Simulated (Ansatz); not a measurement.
**Phases of AlRu at 12 GPa**

Structure types of AlRu are relaxed in primitive cells with their symmetry kept at 12 GPa, on PAW files; LAPW relaxes the small cells further and takes the PAW cell for the others (marked *). The enthalpy is E + pV at zero temperature, without zero-point motion. Only the types listed were tried, and differences under about 5 meV/atom are mesh noise. The real phase may be another.

All numbers are PBE results (scalar-relativistic) from Ansatz 0.2.0, with Fermi–Dirac smearing of 0.1 eV, no spin polarisation. Methods: LAPW: all electrons, basis error target 0.5 meV/atom; PAW: frozen-core files, cutoff 420 eV.

k meshes: rocksalt 13×13×13, CsCl 13×13×13, WC 14×14×12, NiAs 10×10×6, zincblende 12×12×12.

Task: Which type is lowest in enthalpy, and by how much?

Result: CsCl, 213 meV/atom below distorted WC. The whole table:

| start type | ends as | a, b, c (Å) | V (Å³/atom) | H − H(lowest), LAPW (meV/atom) | same, PAW |
| --- | --- | --- | --- | --- | --- |
| rocksalt | rocksalt, Fm-3m | 4.866, 4.866, 4.866 | 14.40 | 918.5 | 917.9 |
| CsCl | CsCl, Pm-3m | 2.952, 2.952, 2.952 | 12.86 | 0.0 | 0.0 |
| WC | distorted WC, P-6m2 | 2.831, 2.831, 3.848 | 13.35 | 212.9 | 213.1 |
| NiAs* | distorted NiAs, P6_3/mmc | 2.832, 2.832, 7.700 | 13.37 | 221.5 | 221.7 |
| zincblende | zincblende, F-43m | 5.300, 5.300, 5.300 | 18.61 | 2219.5 | 2220.1 |

Task: Split the lead of CsCl over distorted WC into energy and pV.

Result: For distorted WC less CsCl: ΔE = +175.9 meV/atom, and p·ΔV = 12 GPa × +0.4932 Å³ × 6.242 meV/(GPa·Å³) = +36.9 meV/atom, together 212.8 meV/atom. CsCl wins on both counts.
